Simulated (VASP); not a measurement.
# BaTe: single point with PBEsol

The system is BaTe.

```
CELL_PARAMETERS angstrom
0.01736 3.47140 3.47140
3.48875 0.00000 3.48875
3.47140 3.47140 0.01736
ATOMIC_POSITIONS crystal
Ba 0.00000 0.00000 0.00000
Te 0.50000 0.50000 0.50000
```

The cell isn't the ideal one: strain +0.0100 x Voigt [0, 0, 0, 0, 1, 0], atoms carried along.

- Program: VASP 6.6.1
- Task: single point
- Functional: PBEsol
- Potentials or basis: VASP PAW PBE potentials, release 64 (Ba_sv, Te)
- Cutoff: 520 eV
- k mesh: 8 × 8 × 8
- Occupations: gaussian, width 0.05 eV
- Spin: no spin polarisation

- Pressure: 0.4 GPa
- Band gap on the k mesh: 1.36 eV, indirect (least direct gap 1.74 eV)

Stress tensor (GPa, compression positive):
```
 0.37  0.00 -0.11
 0.00  0.36  0.00
-0.11  0.00  0.37
```

Levels at points of the mesh, in eV from the valence-band top:
```csv
k point,band 4,band 5,band 6,band 7,band 8,band 9,band 10,band 11,band 12,band 13
"(0.00, 0.00, 0.00)",-12.08,-9.65,-0.03,-0.02,0.00,2.80,2.80,2.86,2.87,3.50
"(0.50, 0.00, 0.00)",-12.09,-8.83,-2.37,-1.24,-1.21,4.09,4.74,4.87,4.94,6.89
"(0.00, 0.50, 0.00)",-12.09,-8.83,-2.37,-1.21,-1.18,4.10,4.72,4.86,4.90,6.91
"(0.50, 0.50, 0.00)",-12.18,-9.43,-1.18,-0.41,-0.41,1.36,4.44,4.62,5.66,5.79
"(0.50, 0.00, 0.50)",-12.17,-9.43,-1.18,-0.43,-0.38,1.36,4.44,4.63,5.66,5.78
```

It took 79 s on 1 thread of Intel(R) Xeon(R) Platinum 8488C (Sapphire Rapids), on a shared host, peak memory 0.32 GiB.

Caveat: the PAW data sets were made with another functional, which shifts forces and pressure a little; spin-orbit coupling is left out, which moves the levels of the heavy elements. A k mesh can miss the band edges.
